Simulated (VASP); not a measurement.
# Pb (Pm-3m) in VASP: further runs

One crystal, Pb, is run at these levels: BLYP; tasks: single point.

Everything below comes from runs of VASP 6.6.1. Logs are shortened: lines on timing, memory, paths and dates and some standing lists are left out, and cuts for length are marked.

## 1. The structure

It takes space group Pm-3m (No. 221, cubic). The conventional cell has a = 3.345 Å, b = 3.345 Å, c = 3.345 Å, α = 90.00°, β = 90.00°, γ = 90.00°. Pb (site symmetry m-3m) is surrounded by 6 Pb at 3.34 Å.

This isn't the form of Pb at room conditions, which is fcc.

## 2. Single point, BLYP

The input, INCAR:

```
SYSTEM = Pb
PREC = Accurate
ENCUT = 520
EDIFF = 1E-6
ISMEAR = -1
SIGMA = 0.1
LREAL = .False.
LASPH = .True.
NELM = 100
ALGO = Normal
ISIF = 2
LWAVE = .False.
LCHARG = .False.
GGA = B5
ALDAX = 1.0
AGGAX = 1.0
AGGAC = 1.0
ALDAC = 0.0
NBANDS = 13
```

The input, KPOINTS:

```
Automatic mesh
0
Gamma
  15 15 15
  0 0 0
```

The input, POSCAR:

```
Pb
1.0
    3.3447548110      0.0000000000      0.0000000000
    0.0000000000      3.3447548110      0.0000000000
    0.0000000000      0.0000000000      3.3447548110
Pb
1
Direct
    0.0000000000      0.0000000000      0.0000000000
```

Potentials or basis: VASP PAW PBE potentials, release 64 (Pb_d).

The run is started by

```sh
$ cat potpaw_PBE.64/Pb_d/POTCAR > POTCAR
$ mpirun -np 1 vasp_std > vasp.out
```

OUTCAR:

```text
SYSTEM = Pb
   PREC = Accurate
   ENCUT = 520
   EDIFF = 1E-6
   ISMEAR = -1
   LREAL = .False.
   LASPH = .True.
   NELM = 100
   ISIF = 2
   GGA = B5

 ion  position               nearest neighbor table
   1  0.000  0.000  0.000-

  LATTYP: Found a simple cubic cell.
 ALAT       =     3.3447548110

  Lattice vectors:

 A1 = (   3.3447548110,   0.0000000000,   0.0000000000)
 A2 = (   0.0000000000,   3.3447548110,   0.0000000000)
 A3 = (   0.0000000000,   0.0000000000,   3.3447548110)

Analysis of symmetry for initial positions (statically):
=====================================================================
 Subroutine PRICEL returns:
 Original cell was already a primitive cell.

 Routine SETGRP: Setting up the symmetry group for a
 simple cubic supercell.

 Subroutine GETGRP returns: Found 48 space group operations
 (whereof 48 operations were pure point group operations)
 out of a pool of 48 trial point group operations.

The static configuration has the point symmetry O_h .

Analysis of symmetry for dynamics (positions and initial velocities):
=====================================================================
 Subroutine PRICEL returns:
 Original cell was already a primitive cell.

 Routine SETGRP: Setting up the symmetry group for a
 simple cubic supercell.

 Subroutine GETGRP returns: Found 48 space group operations
 (whereof 48 operations were pure point group operations)
 out of a pool of 48 trial point group operations.

The dynamic configuration has the point symmetry O_h .

 Subroutine INISYM returns: Found 48 space group operations
 (whereof 48 operations are pure point group operations),
 and found     1 'primitive' translations

----------------------------------------------------------------------------------------

                                     Primitive cell

  volume of cell :      37.4191

  direct lattice vectors                    reciprocal lattice vectors
     3.344754811  0.000000000  0.000000000     0.298975577  0.000000000  0.000000000
     0.000000000  3.344754811  0.000000000     0.000000000  0.298975577  0.000000000
     0.000000000  0.000000000  3.344754811     0.000000000  0.000000000  0.298975577

  length of vectors
     3.344754811  3.344754811  3.344754811     0.298975577  0.298975577  0.298975577

  position of ions in fractional coordinates (direct lattice)
     0.000000000  0.000000000  0.000000000

  ion indices of the primitive-cell ions
   primitive index   ion index
                 1           1
[... 80 lines left out ...]
   POTIM  = 0.5000    time-step for ionic-motion
   TEBEG  =    0.0;   TEEND  =   0.0 temperature during run
   PSTRESS=    0.0 pullay stress
   NELECT =      14.0000    total number of electrons
   NUPDOWN=      -1.0000    fix difference up-down
   EMIN   =  10.00;   EMAX   =-10.00  energy-range for DOS
   EFERMI =   0.00;   METHOD = LEGACY
   ISMEAR =    -1;   SIGMA  =   0.10  broadening in eV -4-tet -1-fermi 0-gaus
   EFERMI_NEDOS =   21; number of points for ismear=-14 and -15
   IALGO  =     38    algorithm
   IMIX   =      4    mixing-type and parameters
     AMIX     =   0.40;   BMIX     =  1.00
     AMIX_MAG =   1.60;   BMIX_MAG =  1.00
  volume/ion in A,a.u.               =      37.42       252.52
  Fermi-wavevector in a.u.,A,eV,Ry     =   1.179650  2.229216 18.933520  1.391574
  Thomas-Fermi vector in A             =   2.315957
   LORBIT       =      0    0 simple, 1 ext, 2 COOP (PROOUT), +10 PAW based schemes
   GGA     = B5    functional components
   LHFCALC =     F    Hartree Fock is set to
   AEXX    =    0.0000 exact exchange contribution
   IVDW    =     0    specifies the selected vdW correction
   LEPSILON=     F    determine dielectric tensor
   LRPA    =     F    only Hartree local field effects (RPA)
 non-spin polarized calculation
  energy-cutoff  :      520.00
  volume of cell :       37.42
 maximum number of plane-waves:      1021
 NGX is ok and might be reduce to    28
   NGX = 13   NGY = 13   NGZ = 13

 number of electron      14.0000007 magnetization

 Free energy of the ion-electron system (eV)
  ---------------------------------------------------
  ext. energy  EPLUGINS =         0.00000000
  ---------------------------------------------------
  free energy    TOTEN  =        -2.78019410 eV

  energy without entropy =       -2.75256458  energy(sigma->0) =       -2.76637934

 E-fermi :   5.3695     XC(G=0):  -8.5147

 val. band max:        5.3661602578   @ k =   0.2667   0.2000   0.0667
 cond. band min:       5.3821127779   @ k =   0.4000   0.4000   0.3333
 fundamental gap:      0.0159525202
 Fermi energy:         5.3694770563

 k-point     1 :       0.0000    0.0000    0.0000
  band No.  band energies     occupation
      1     -11.6681      2.00000
      2     -11.6681      2.00000
      3     -11.2320      2.00000
      4     -11.2320      2.00000
      5     -11.2320      2.00000
      6      -5.2914      2.00000
      7       9.8329      0.00000
      8       9.8329      0.00000
      9       9.8329      0.00000
     10      12.9809      0.00000
     11      14.3541      0.00000
     12      14.3541      0.00000
     13      22.7717      0.00000
[... 354 lines left out ...]
  band No.  band energies     occupation
      1     -11.5792      2.00000
      2     -11.3697      2.00000
      3     -11.3562      2.00000
      4     -11.3141      2.00000
      5     -11.2638      2.00000
      6      -3.5705      2.00000
      7       4.0802      1.99999
      8       7.4825      0.00000
      9      11.6801      0.00000
     10      14.0554      0.00000
     11      15.4034      0.00000
     12      18.8556      0.00000
     13      19.6966      0.00000

 [... further k-points ...]

------------------------ aborting loop because EDIFF is reached ----------------------------------------

  FORCE on cell =-STRESS in cart. coord.  units (eV):
  Direction    XX          YY          ZZ          XY          YZ          ZX
  --------------------------------------------------------------------------------------
  -------------------------------------------------------------------------------------
  Total        0.0264509      0.0264509      0.0264509      0.0000000      0.0000000     -0.0000000
  in kB        1.1325501      1.1325501      1.1325501      0.0000000      0.0000000     -0.0000000
  external PRESSURE =       1.1325501 kB  Pullay stress =       0.0000000 kB

 VOLUME and BASIS-vectors are now :
 -----------------------------------------------------------------------------
  energy-cutoff  :      520.00
  volume of cell :       37.42
      direct lattice vectors                 reciprocal lattice vectors
     3.344754811  0.000000000  0.000000000     0.298975577  0.000000000  0.000000000
     0.000000000  3.344754811  0.000000000     0.000000000  0.298975577  0.000000000
     0.000000000  0.000000000  3.344754811     0.000000000  0.000000000  0.298975577

 POSITION                                       TOTAL-FORCE (eV/Angst)
 -----------------------------------------------------------------------------------
      0.00000      0.00000      0.00000         0.000000      0.000000      0.000000
 -----------------------------------------------------------------------------------
    total drift:                               -0.000000     -0.000000     -0.000000

  FREE ENERGIE OF THE ION-ELECTRON SYSTEM (eV)
  ---------------------------------------------------
  free  energy   TOTEN  =        -2.7801941027 eV

  energy  without entropy=       -2.7525645848  energy(sigma->0) =       -2.76637934
```

OSZICAR:

```text
N       E                     dE             d eps       ncg     rms          rms(c)
DAV:   1     0.111364866625E+03    0.11136E+03   -0.69879E+03  3148   0.117E+03
DAV:   2     0.293089405503E+01   -0.10843E+03   -0.10537E+03  3285   0.303E+02
DAV:   3    -0.264816299391E+01   -0.55791E+01   -0.55574E+01  3835   0.758E+01
DAV:   4    -0.279424436041E+01   -0.14608E+00   -0.14604E+00  3876   0.137E+01
DAV:   5    -0.280090839751E+01   -0.66640E-02   -0.66638E-02  4271   0.266E+00    0.884E-01
DAV:   6    -0.278134550287E+01    0.19563E-01   -0.38206E-02  3943   0.352E+00    0.384E-01
DAV:   7    -0.277975010512E+01    0.15954E-02   -0.13440E-02  3975   0.195E+00    0.115E-01
DAV:   8    -0.278020497521E+01   -0.45487E-03   -0.10318E-03  3445   0.402E-01    0.160E-02
DAV:   9    -0.278019609528E+01    0.88799E-05   -0.42136E-05  4126   0.100E-01    0.829E-03
DAV:  10    -0.278019392533E+01    0.21700E-05   -0.68791E-06  3405   0.237E-02    0.926E-04
DAV:  11    -0.278019410275E+01   -0.17742E-06   -0.16349E-07  2485   0.471E-03
   1 F= -.27801941E+01 E0= -.27663793E+01  d E =-.276295E-01
```

Run time: 24 s. Hardware: 1 thread of Intel Xeon Platinum 8559C (Emerald Rapids), shared host; peak memory 0.19 GiB.

Results:

* Free energy: -2.7802 eV
* Pressure: 0.1 GPa
* Band gap on the k mesh: none (metal or under the smearing width)

Caveat: the PAW data sets were made with another functional, which shifts forces and pressure a little.

(Continued in part 2 of 3.)
